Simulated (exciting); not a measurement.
# Ge (P-1) in exciting: further runs, part 2 of 2

exciting (release sodium). The steps go on from the part before.

## (3) Real-space fields, BLYP, spin-orbit coupling, no magnetisation

The input, input.xml:

```xml
<input>
  <title>Ge</title>
  <structure speciespath="./" tshift="false" cartesian="true">
    <crystal scale="1.88972612463">
      <basevect>-0.028208300000 2.101996650000 2.113457820000</basevect>
      <basevect>2.071624740000 -0.032551390000 2.117800910000</basevect>
      <basevect>2.042960560000 2.077675560000 -0.003887210000</basevect>
    </crystal>
    <species speciesfile="Ge.xml" rmt="2">
      <atom coord="0.000000000000 0.000000000000 0.000000000000"/>
    </species>
  </structure>
  <groundstate do="fromscratch" ngridk="6 6 6" rgkmax="8" gmaxvr="14" lmaxapw="10" lmaxmat="10" lmaxvr="8" stype="Fermi Dirac" swidth="0.00367493" nempty="16" ValenceRelativity="iora*" epsengy="1e-05" epspot="1e-05" maxscl="60" outputlevel="high">
    <libxc exchange="XC_GGA_X_B88" correlation="XC_GGA_C_LYP"/>
    <spin spinorb="true"/>
  </groundstate>
  <properties>
    <chargedensityplot>
      <plot3d>
        <box grid="15 15 15">
          <origin coord="0 0 0"/>
          <point coord="1 0 0"/>
          <point coord="0 1 0"/>
          <point coord="0 0 1"/>
        </box>
      </plot3d>
    </chargedensityplot>
    <elfplot>
      <plot3d>
        <box grid="15 15 15">
          <origin coord="0 0 0"/>
          <point coord="1 0 0"/>
          <point coord="0 1 0"/>
          <point coord="0 0 1"/>
        </box>
      </plot3d>
    </elfplot>
    <exccplot>
      <plot3d>
        <box grid="15 15 15">
          <origin coord="0 0 0"/>
          <point coord="1 0 0"/>
          <point coord="0 1 0"/>
          <point coord="0 0 1"/>
        </box>
      </plot3d>
    </exccplot>
  </properties>
</input>
```

Potentials or basis: all-electron LAPW+lo, shipped species files, valence relativity iora*.

Launch:

```sh
$ OMP_NUM_THREADS=1 exciting_smp
```

INFO.OUT:

```text
================================================================================
EXCITING SODIUM started
[... 10 lines left out ...]

 Lattice vectors (cartesian) :
     -0.0533059614      3.9721979834      3.9938564558
      3.9148033916     -0.0615132121      4.0020637064
      3.8606359418      3.9262377842     -0.0073457623

 Reciprocal lattice vectors (cartesian) :
     -0.7919548600      0.7801942528      0.7866790880
      0.7918241696     -0.7771280657      0.7834822104
      0.8136310946      0.7988043003     -0.7836129008

 Unit cell volume                           :     124.6601217268
 Brillouin zone volume                      :       1.9898120586

 Species :    1 (Ge)
     parameters loaded from                 :    Ge.xml
     name                                   :    germanium
     nuclear charge                         :     -32.00000000
     electronic charge                      :      32.00000000
     atomic mass                            :  132359.93290000
     muffin-tin radius                      :       2.00000000
     # of radial points in muffin-tin       :     350

     atomic positions (cartesian) :
       1 :   0.00000000  0.00000000  0.00000000

 Total number of atoms per unit cell        :       1

 Spin treatment                             :    spin-polarised
 Spin-orbit coupling is included
 Global magnetic field (cartesian) :        0.00000000   0.00000000   0.00000000
 non-collinear magnetisation

 Number of Bravais lattice symmetries       :       2
 Number of crystal symmetries               :       2

 k-point grid                               :       6    6    6
 Total number of k-points                   :     112
 k-point set is reduced with crystal symmetries

 R^MT_min * |G+k|_max (rgkmax)              :       8.00000000
 Species with R^MT_min                      :       1 (Ge)
 Maximum |G+k| for APW functions            :       4.00000000
 Maximum |G| for potential and density      :      14.00000000
 Polynomial order for pseudochg. density    :       9

 G-vector grid sizes                        :      27    25    25
 Total number of G-vectors                  :    5807

 Maximum angular momentum used for
     APW functions                          :      10
     computing H and O matrix elements      :      10
     potential and density                  :       8
     inner part of muffin-tin               :       2

 Total nuclear charge                       :     -32.00000000
 Total electronic charge                    :      32.00000000
 Total core charge                          :      18.00000000
 Total valence charge                       :      14.00000000

 Effective Wigner radius, r_s               :       0.97610451

 Number of empty states                     :      16
 Total number of valence states             :      48

 Maximum Hamiltonian size                   :     156
 Maximum number of plane-waves              :     142
 Total number of local-orbitals             :      14

 Exchange-correlation type                  :     100
     libxc; exchange: Becke 88; correlation: Lee, Yang & Parr (see libxc for references)

 Smearing scheme                            :    Fermi-Dirac
 Smearing width                             :       0.00367493

 Using multisecant Broyden potential mixing
[... 6 lines left out ...]
* Groundstate module started                                                   *
********************************************************************************
 Output level for this task is set to high

++++++++++++++++++++++++++++++++++++++++++++++++++++++++++++++++++++++++++++++++
[... 5 lines left out ...]
+ SCF iteration number :    1                                                  +
++++++++++++++++++++++++++++++++++++++++++++++++++++++++++++++++++++++++++++++++
 Total energy                               :     -2099.11310953
 _______________________________________________________________
 Fermi energy                               :         0.31921400
 Kinetic energy                             :      2144.66315302
 Coulomb energy                             :     -4163.64892149
 Exchange energy                            :       -78.56095099
 Correlation energy                         :        -1.56639007
 No external B-field energy in total energy
 Sum of eigenvalues                         :     -1205.49218833
 Effective potential energy                 :     -3350.15534135
 Coulomb potential energy                   :     -3246.25108262
 xc potential energy                        :      -103.90425873
 xc effective B-field energy                :        -0.00000000
 External B-field energy                    :         0.00000000
 Hartree energy                             :       660.29097282
 Electron-nuclear energy                    :     -4566.83302826
 Nuclear-nuclear energy                     :      -257.10686606
 Madelung energy                            :     -2540.52338018
 Core-electron kinetic energy               :         0.00000000
[... 423 lines left out ...]
 Moments :
     interstitial                 :    -0.00000351    -0.00000122     0.00000009
     moment in muffin-tin spheres :
         atom     1    Ge         :    -0.00000176    -0.00000085     0.00000013
     total moment in muffin-tins  :    -0.00000176    -0.00000085     0.00000013
     total moment                 :    -0.00000527    -0.00000207     0.00000022

 RMS change in effective potential (target) :  0.314845E-05  ( 0.100000E-04)
 Absolute change in total energy   (target) :  0.199022E-04  ( 0.100000E-04)
 Charge distance                   (target) :  0.247187E-07  ( 0.100000E-04)

++++++++++++++++++++++++++++++++++++++++++++++++++++++++++++++++++++++++++++++++
[... 5 further cycles ...]
+ SCF iteration number :   16                                                  +
++++++++++++++++++++++++++++++++++++++++++++++++++++++++++++++++++++++++++++++++
 Total energy                               :     -2099.44261449
 _______________________________________________________________
 Fermi energy                               :         0.31037843
 Kinetic energy                             :      2144.09481906
 Coulomb energy                             :     -4163.40794668
 Exchange energy                            :       -78.56300568
 Correlation energy                         :        -1.56648119
 No external B-field energy in total energy
 Sum of eigenvalues                         :     -1205.72782122
 Effective potential energy                 :     -3349.82264027
 Coulomb potential energy                   :     -3245.91567673
 xc potential energy                        :      -103.90696354
 xc effective B-field energy                :        -0.00000001
 External B-field energy                    :         0.00000000
 Hartree energy                             :       660.38540389
 Electron-nuclear energy                    :     -4566.68648451
 Nuclear-nuclear energy                     :      -257.10686606
 Madelung energy                            :     -2540.45010831
 Core-electron kinetic energy               :         0.00000000
[... 427 lines left out ...]
 Moments :
     interstitial                 :    -0.00000353     0.00000010     0.00000008
     moment in muffin-tin spheres :
         atom     1    Ge         :    -0.00000184     0.00000002     0.00000012
     total moment in muffin-tins  :    -0.00000184     0.00000002     0.00000012
     total moment                 :    -0.00000537     0.00000012     0.00000020

 RMS change in effective potential (target) :  0.299541E-05  ( 0.100000E-04)
 Absolute change in total energy   (target) :  0.730965E-05  ( 0.100000E-04)
 Charge distance                   (target) :  0.860698E-08  ( 0.100000E-04)

++++++++++++++++++++++++++++++++++++++++++++++++++++++++++++++++++++++++++++++++
| Convergency criteria checked for the last 2 iterations                       +
| Convergence targets achieved. Performing final SCF iteration                 +
++++++++++++++++++++++++++++++++++++++++++++++++++++++++++++++++++++++++++++++++
 Total energy                               :     -2099.44261032
 _______________________________________________________________
 Fermi energy                               :         0.31037844
 Kinetic energy                             :      2144.09482424
 Coulomb energy                             :     -4163.40794779
 Exchange energy                            :       -78.56300558
 Correlation energy                         :        -1.56648119
 No external B-field energy in total energy
 Sum of eigenvalues                         :     -1205.72781929
 Effective potential energy                 :     -3349.82264353
 Coulomb potential energy                   :     -3245.91568012
 xc potential energy                        :      -103.90696341
 xc effective B-field energy                :        -0.00000001
 External B-field energy                    :         0.00000000
 Hartree energy                             :       660.38540162
 Electron-nuclear energy                    :     -4566.68648335
 Nuclear-nuclear energy                     :      -257.10686606
 Madelung energy                            :     -2540.45010773
 Core-electron kinetic energy               :         0.00000000

 DOS at Fermi energy (states/Ha/cell)       :        29.10650015

 Electron charges :
     core                                   :        18.00000000
     core leakage                           :         0.00320740
     valence                                :        14.00000000
     interstitial                           :         2.48830912
     charge in muffin-tin spheres :
                  atom     1    Ge          :        29.51169088
     total charge in muffin-tins            :        29.51169088
     total charge                           :        32.00000000

 Moments :
     interstitial                 :    -0.00000358    -0.00000004     0.00000024
     moment in muffin-tin spheres :
         atom     1    Ge         :    -0.00000184    -0.00000010     0.00000020
     total moment in muffin-tins  :    -0.00000184    -0.00000010     0.00000020
     total moment                 :    -0.00000542    -0.00000013     0.00000045

++++++++++++++++++++++++++++++++++++++++++++++++++++++++++++++++++++++++++++++++
[... 9 lines left out ...]
| EXCITING SODIUM stopped                                                      =
================================================================================
```

Run time: 5.7 min. Hardware: 1 thread of Arm Neoverse N1, shared host; peak memory 0.12 GiB.

What came out:

| Quantity | Value |
| --- | --- |
| Band gap on the k mesh | none (metal or under the smearing width) |
| All electrons inside the program's atomic spheres | Ge 29.51 (radii Ge 2.0 bohr) |
| Density of states at the Fermi level | 1.07 states/eV per cell |

Levels at points of the mesh, in eV from the Fermi level:
```
           k point  band 12  band 13  band 14  band 15  band 16  band 17
(0.00, 0.00, 0.00)   -13.50     8.30     8.30     8.81     8.81     9.22
(0.50, 0.00, 0.00)    -8.36    -5.71    -5.71     6.52     6.52     7.15
(0.00, 0.50, 0.00)    -8.41    -5.72    -5.72     6.60     6.60     7.20
(0.50, 0.50, 0.00)    -6.06    -4.54    -4.54     2.19     2.19     3.06
(0.00, 0.00, 0.50)    -8.07    -5.64    -5.64     6.33     6.33     6.74
(0.50, 0.00, 0.50)    -5.94    -4.49    -4.49     2.39     2.39     2.68
(0.00, 0.50, 0.50)    -5.64    -4.31    -4.31     2.15     2.15     2.39
(0.50, 0.50, 0.50)    -8.02    -5.63    -5.63     6.26     6.26     6.70
```

Caveat: the k mesh is coarse (spacing up to 0.44 Å⁻¹), so the values aren't converged; total energies with spin-orbit coupling aren't reliable in this program, so none is listed and the log's shouldn't be used.
